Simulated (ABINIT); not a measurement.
The system is NiO.

```xyz
2
Lattice="0.0000 2.0859 2.0859 2.0859 0.0000 2.0859 2.0859 2.0859 0.0000" Properties=species:S:1:pos:R:3 pbc="T T T"
Ni    0.0000    0.0000    0.0000
O     2.0859    2.0859    2.0859
```

Base run:

```yaml
Program: ABINIT 10.8.3 (patched build)
Functional: LDA
Potentials_or_basis: PseudoDojo NC SR LDA v0.4.1 standard
Cutoff: 1225 eV
k_mesh: 8 × 8 × 8
Occupations: fermi-dirac, width 0.05 eV
Spin: collinear spin, ferromagnetic start
Starting_moments: "[1.0, 0.0] μB"
```

Its results: pressure -20.4 GPa; net moment 0.73 μB per cell; site moments Ni +0.61; O +0.11 μB.

Task: The run is repeated on the same cell with these changes: k mesh from 8 × 8 × 8 to 8 × 8 × 8, with 4 shifts. What comes out?

Result: Pressure -20.7 GPa; net moment 0.58 μB per cell; site moments Ni +0.48; O +0.09 μB.

Caveats: small starting moments can end in a higher magnetic state in this program; so large a pressure means that the cell lies far from this level's equilibrium, or that cutoff or potentials fall short; a cell with one magnetic atom can't hold antiferromagnetic order, which such compounds often take.
